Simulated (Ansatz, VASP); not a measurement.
Al2Pt in VASP and in Ansatz

```
Pt Al
1.0
     0.00000    2.95500    2.95500
     2.95500    0.00000    2.95500
     2.95500    2.95500    0.00000
Pt Al
1 2
Direct
  0.00000 0.00000 0.00000
  0.75000 0.75000 0.75000
  0.25000 0.25000 0.25000
```

Alike in both runs: task single point; functional LDA; k mesh 8 × 8 × 8; occupations fermi-dirac, width 0.05 eV; no spin polarisation.

```csv
,VASP,Ansatz
version,VASP 6.6.1,Ansatz 0.2.0
potentials or method,"VASP PAW LDA potentials, release 64 (Pt, Al), cutoff 520 eV","all-electron LAPW, scalar-relativistic"
```

|  | VASP | Ansatz | Ansatz less VASP |
| --- | --- | --- | --- |
| gap on the k mesh at the Fermi level (eV) | none | none | - |
| pressure (GPa) | -3.6 | -3.9 | -0.33 |

A gap of «none» marks a metal or a gap that the smearing closes. Ansatz ran all-electron here, so the differences hold the error of VASP's frozen core and of both bases.

The runs have no spin-orbit coupling, so splittings on Pt are missing.
